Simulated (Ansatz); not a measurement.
# GeO2 (P4_2/mnm): band-edge transport data

Consider the following.

```yaml
crystal:
  lattice:
    - [4.42795, 0.00000, 0.00000]
    - [0.00000, 4.42795, 0.00000]
    - [0.00000, 0.00000, 2.88421]
  atoms:
    - { symbol: Ge, position: [0.50000, 0.50000, 0.50000] }
    - { symbol: Ge, position: [0.00000, 0.00000, 0.00000] }
    - { symbol: O, position: [0.69369, 0.69369, 0.00000] }
    - { symbol: O, position: [0.30631, 0.30631, 0.00000] }
    - { symbol: O, position: [0.80631, 0.19369, 0.50000] }
    - { symbol: O, position: [0.19369, 0.80631, 0.50000] }
```

Level of theory: PBEsol, rigid bands (plane waves, PAW, scalar-relativistic; Ansatz, a first-principles code). Cell: cell and atoms relaxed with PBEsol.

| Quantity | Value |
|---|---|
| band gap | 1.56 eV |
| electron conductivity mass (300 K, dilute) | 0.26 (x), 0.26 (y), 0.21 (z) mₑ |
| effective density of states N_c (300 K) | 2.6e18 cm⁻³ |
| density-of-states mass, electrons | 0.22 mₑ |
| Seebeck coefficient, n-type 1e19 cm⁻³, 300 K | -132 μV/K |
| best n-type power factor at 300 K for τ = 10 fs (best axis; densities from 1e16 to 1e21 cm⁻³ tried, whether or not they can be reached) | 2.3 μW/(cm·K²) at 1e19 cm⁻³ |

Rigid bands; masses and Seebeck coefficients take one relaxation time τ for all states and one kind of carrier; polarons and phonon drag are left out. Spin-orbit coupling is left out.
